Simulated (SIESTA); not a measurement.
ZrC under changes of volume

One of the cells (13.228 Å³/atom); the others are scaled copies at fixed shape and fractional positions:

```
Zr C
1.0
     0.00000    2.36500    2.36500
     2.36500    0.00000    2.36500
     2.36500    2.36500    0.00000
Zr C
1 1
Direct
  0.50000 0.50000 0.50000
  0.00000 0.00000 0.00000
```

* Program: SIESTA 5.4.2
* Functional: LDA
* Potentials or basis: PseudoDojo 0.4 standard (LDA files)
* Basis: DZP (energy shift 0.003 Ry; two zetas on semicore shells)
* Grid cutoff: 800 Ry
* Energy shift: 0.003 Ry
* k mesh: 10 × 10 × 10
* Occupations: fermi-dirac, width 0.05 eV
* Spin: no spin polarisation

| volume (Å³/atom) | energy over the lowest point (meV/atom) | pressure (GPa) |
| --- | --- | --- |
| 12.434 | 2.31 | 4.1 |
| 12.699 | 0.00 | -1.2 |
| 12.963 | ? | ? |
| 13.228 | 19.66 | -10.3 |
| 13.493 | 39.88 | -14.1 |
| 13.757 | 66.16 | -17.6 |
| 14.022 | 97.93 | -20.7 |

Task: What does the run at 12.963 Å³/atom give?

Result: Energy over the lowest point 6.10 meV/atom; pressure -6.0 GPa.

Worked out: A Birch-Murnaghan fit of order 3 (a polynomial in V^(-2/3)) to the other rows has its minimum at 12.63 Å³/atom with B0 = V·E''(V) = 247 GPa and B' = 4.2. It gives 6.06 meV/atom at 12.963 Å³/atom, against the run's 6.10, and -dE/dV = -6.0 GPa, against -6.0.

Energies are extrapolated to zero smearing.

Caveats: the basis of atomic orbitals isn't converged, which shifts pressures, moduli and gaps.
